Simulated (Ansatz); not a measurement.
A film clamped to a substrate in PbSe

Method: Ansatz 0.2.0, DFT PBE+D3(BJ), scalar-relativistic, plane waves, PAW. Settings: plane waves to 420 eV, k-mesh 10×10×10 (Γ-centred), Gaussian smearing 0.03 eV. Spin–orbit coupling is left out, which matters for the heavy elements here. No spin polarisation. Energies are free energies at this smearing, counted from the undisturbed cell; pressure is positive in compression.

The starting cell (as given, not relaxed at this level; it stands at 0.3 GPa):

```
CELL_PARAMETERS angstrom
0.00000 3.06215 3.06215
3.06215 0.00000 3.06215
3.06215 3.06215 0.00000
ATOMIC_POSITIONS crystal
Pb 0.00000 0.00000 0.00000
Se 0.50000 0.50000 0.50000
```

The cell (2 atoms, V0 = 57.43 Å³) is strained by p along both x and y and by q along z, fractional coordinates fixed. τp = (1/V0) ∂E/∂p = (σxx + σyy)(1 + p)(1 + q) and τq = (1/V0) ∂E/∂q = σzz(1 + p)², with tension positive.

| p | q | ΔE (meV/atom) | τp (GPa) | τq (GPa) |
| --- | --- | --- | --- | --- |
| 0.000 | 0.000 | 0.00 | -0.50 | -0.25 |
| -0.040 | 0.000 | 52.84 | -15.17 | -0.93 |
| 0.040 | 0.000 | 31.70 | 8.02 | 0.16 |
| 0.000 | -0.040 | 25.29 | -1.25 | -7.37 |
| 0.000 | 0.040 | 14.88 | 0.26 | 4.00 |

Q: Get the second derivatives of the energy density.

A: Central differences give A = ∂τp/∂p = 290 GPa (C11 + C22 + 2 C12), C = ∂τq/∂q = 142 GPa (C33) and the cross term B = ∂τq/∂p = 13.7 GPa (C13 + C23); ∂τp/∂q = 18.9 GPa must equal B, and any difference shows higher-order terms. Steps this large leave an error of some per cent of A or C in all of these, which can swamp a small B. The ions are clamped. In a cubic crystal C11 = C = 142, C12 = B/2 = 6.9 GPa and A should be 2(C11 + C12) = 298 GPa; the bulk modulus is (C11 + 2 C12)/3 = 52 GPa.

Q: A film of this crystal grows with z along the normal on a substrate that imposes p. How does its thickness respond, and what does the misfit cost?

A: Count p and q from the stress-free cell. A free surface needs τq = 0, so q = −(B/C) p = -0.10 p. The energy density left is (A − B²/C) p²/2 = M p², with the biaxial modulus M = 144 GPa; a misfit of 1 % costs 2.59 meV/atom, against 2.60 meV/atom if the thickness were held.

At p = 0.080 the energies along q are 203.8 (q = -0.080), 95.1 (q = 0.000), 170.9 (q = 0.080) meV/atom.

Q: Does the linear rule hold at this misfit?

A: A parabola through the lowest point and its neighbours has its minimum at q = 0.007, 94.4 meV/atom. With the stress left in the starting cell, τp0 and τq0, linear elasticity gives q = −(τq0 + Bp)/C = -0.006 and E = V0(τp0 p + τq0 q + Ap²/2 + Bpq + Cq²/2)/N = 158.6 meV/atom. The energies differ by more than a tenth, so the quadratic law fails here: the gap holds the anharmonic part, with some error from the wide steps. Cubic terms also shift the vertex of so wide a parabola.